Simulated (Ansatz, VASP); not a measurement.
# One calculation of ZnS, two programs

The input INCAR:

```
  PREC = Accurate
  ENCUT = 520
  EDIFF = 1E-7
  ISMEAR = 0
  SIGMA = 0.01
  LREAL = F
  LASPH = T
  NELM = 80
  ALGO = Normal
  ISIF = 2
  LWAVE = F
  LCHARG = F
  GGA = CA
  NBANDS = 26
```

Contents of KPOINTS:

```
regular mesh
0
Gamma
  6 6 4
```

Contents of POSCAR:

```
ZnS
1.0
    3.7382324366      0.0000000000      0.0000000000
   -1.8691162183      3.2374042554      0.0000000000
    0.0000000000      0.0000000000      6.1429976529
Zn S
2 2
Direct
    0.3333333333      0.6666666667      0.0055913299
    0.6666666667      0.3333333333      0.5055913299
    0.3333333333      0.6666666667      0.3794086701
    0.6666666667      0.3333333333      0.8794086701
```

Input for Ansatz:

```yaml
crystal:
  lattice:
    - [3.73823243665, 0.0, 0.0]
    - [-1.86911621833, 3.23740425539, 0.0]
    - [0.0, 0.0, 6.14299765291]
  atoms:
    - { symbol: Zn, position: [0.333333333333, 0.666666666667, 0.005591329922] }
    - { symbol: Zn, position: [0.666666666667, 0.333333333333, 0.505591329922] }
    - { symbol: S, position: [0.333333333333, 0.666666666667, 0.379408670078] }
    - { symbol: S, position: [0.666666666667, 0.333333333333, 0.879408670078] }
kpoints:
  mp_grid: { grid: [6, 6, 4] }
scf:
  occupations: { method: fixed }
  convergence: { dr2_threshold: 1.0e-10 }
hamiltonian:
  xc: lda
  pseudopotentials: { kind: all_electron, lapw: { basis_error: 0.0005 } }
output:
  forces: true
  stress: true
  eigenstates:
    kpoints:
      - [0.0, 0.0, 0.0]
      - [0.0, 0.0, -0.5]
      - [-0.5, 0.0, 0.0]
      - [-0.5, 0.5, 0.0]
      - [0.0, -0.5, 0.0]
      - [-0.5, 0.0, -0.5]
      - [-0.5, 0.5, -0.5]
      - [0.0, -0.5, -0.5]
  eigenvalues: true
```

Change from the starting cell: unstrained.

Alike in both runs: task single point; functional LDA; k mesh 6 × 6 × 4; no spin polarisation.

|  | VASP | Ansatz |
| --- | --- | --- |
| version | VASP 6.6.1 | Ansatz 0.2.0 |
| potentials or method | VASP PAW LDA potentials, release 64 (Zn, S) | all-electron LAPW, scalar-relativistic |
| plane-wave cutoff (eV) | 520 | see its input |
| occupations | gaussian, width 0.01 eV | fixed |

```tsv
	VASP	Ansatz	Ansatz less VASP
gap on the k mesh at the Fermi level (eV)	2.22	2.19	-0.033
pressure (GPa)	0.3	0.0	-0.28
```

Ansatz ran all-electron here, so the differences hold the error of VASP's frozen core and of both bases.
